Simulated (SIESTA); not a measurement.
The system is HfN.

```
CELL_PARAMETERS angstrom
0.00000 2.25600 2.25600
2.25600 0.00000 2.25600
2.25600 2.25600 0.00000
ATOMIC_POSITIONS crystal
Hf 0.00000 0.00000 0.00000
N 0.50000 0.50000 0.50000
```

Base run:

* Program: SIESTA 5.4.2
* Functional: PBEsol
* Potentials or basis: PseudoDojo 0.4 standard (PBEsol files)
* Basis: DZP (energy shift 0.003 Ry; two zetas on semicore shells)
* Grid cutoff: 800 Ry
* Energy shift: 0.003 Ry
* k mesh: 8 × 8 × 8
* Occupations: fermi-dirac, width 0.05 eV
* Spin: no spin polarisation
* Hubbard terms: Hf d U = 6 eV

Its results: band gap on the k mesh none (metal or under the smearing width); pressure 14.0 GPa.

**Question.** The run is repeated on the same cell with these changes: hubbard terms from Hf d U = 6 eV to Hf d U = 2 eV. What comes out?

**Answer.** Band gap on the k mesh none (metal or under the smearing width); pressure 5.5 GPa.

Caveats: short orbitals over semicore shells can move pressures by several GPa; the basis of atomic orbitals isn't converged, which shifts pressures, moduli and gaps; U without spin polarisation on a metal has little footing.

Not every run made on this cell is shown here.
